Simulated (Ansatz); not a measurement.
The system is Ti.

```
CELL_PARAMETERS angstrom
2.95000 0.00000 0.00000
-1.47500 2.55477 0.00000
0.00000 0.00000 4.68000
ATOMIC_POSITIONS crystal
Ti 0.66667 0.33333 0.75000
Ti 0.33333 0.66667 0.25000
```

Program: Ansatz 0.2.0. Alike in all runs: potentials or basis all-electron LAPW, scalar-relativistic; no spin polarisation; cell as given.

Order these runs on this cell by their pressure, lowest first.
A. level PBE; k mesh 4 × 4 × 2; cutoff (eV) 194; smearing fermi-dirac 0.04 eV; basis error allowed 0.003 eV/atom; mesh quality coarse
B. level PBEsol; k mesh 10 × 10 × 6; cutoff (eV) 220; smearing fermi-dirac 0.05 eV; basis error allowed 0.001 eV/atom; mesh quality not flagged
C. level LDA; k mesh 10 × 10 × 6; cutoff (eV) 220; smearing fermi-dirac 0.05 eV; basis error allowed 0.001 eV/atom; mesh quality not flagged
D. level BLYP; k mesh 10 × 10 × 6; cutoff (eV) 220; smearing fermi-dirac 0.05 eV; basis error allowed 0.001 eV/atom; mesh quality not flagged

C (-9.8 GPa), B (-5.7 GPa), A (-1.3 GPa), D (0.9 GPa).

Caveats: some runs use coarse meshes; the k mesh is thin for a metal, which can move the energy by tens of meV per atom (some runs).

Not every run made on this cell is shown here.
